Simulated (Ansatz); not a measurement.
Relaxed SrF2 (fluorite):

```
CELL_PARAMETERS angstrom
      0.00000     5.85727     5.85727
      2.92864     0.00000     2.92864
      2.92864     2.92864     0.00000
ATOMIC_POSITIONS crystal
  Sr 0.00000 0.00000 0.00000
  Sr 0.50000 0.00000 0.00000
  F  0.12500 0.25000 0.25000
  F  0.62500 0.25000 0.25000
  F  0.37500 0.75000 0.75000
  F  0.87500 0.75000 0.75000
```

The atoms are displaced by Q × the pattern below (from a DFPT mode at L = (0.5, 0.0, 0.0), largest move 1; Q in Å), at fixed cell. (q is in reciprocal vectors of the primitive cell; the cell shown is doubled to hold the pattern.)

```tsv
atom	x	y	z
Sr1	-0.577	0.577	0.577
Sr2	0.577	-0.577	-0.577
F3	-0.417	0.417	0.417
F4	0.417	-0.417	-0.417
F5	0.417	-0.417	-0.417
F6	-0.417	0.417	0.417
```

These are PBE (plane waves to 420 eV, PAW, scalar-relativistic; Ansatz, a first-principles code) values and carry that method's errors. k mesh 5×10×10 (Γ-centred), Fermi-Dirac smearing 0.05 eV. Energies are smeared free energies. Stress and pressure are positive under compression. SrF2 was relaxed with its symmetry unable to fall. ΔE is measured from the undisplaced structure.

Predict the ΔE (meV/cell) and P (GPa) at Q (Å) = -0.280, -0.187, -0.140, -0.093, 0.093, 0.140, 0.233, 0.280.


```csv
Q (Å),ΔE (meV/cell),P (GPa)
-0.280,1419,8.37
-0.187,509,3.37
-0.140,264,1.82
-0.093,110,0.79
0.093,110,0.79
0.140,264,1.82
0.233,878,5.51
0.280,1419,8.37
```

(For displaced atoms, the force is minus the slope of the energy, and its curvature is a force constant, which sets phonon frequencies.)
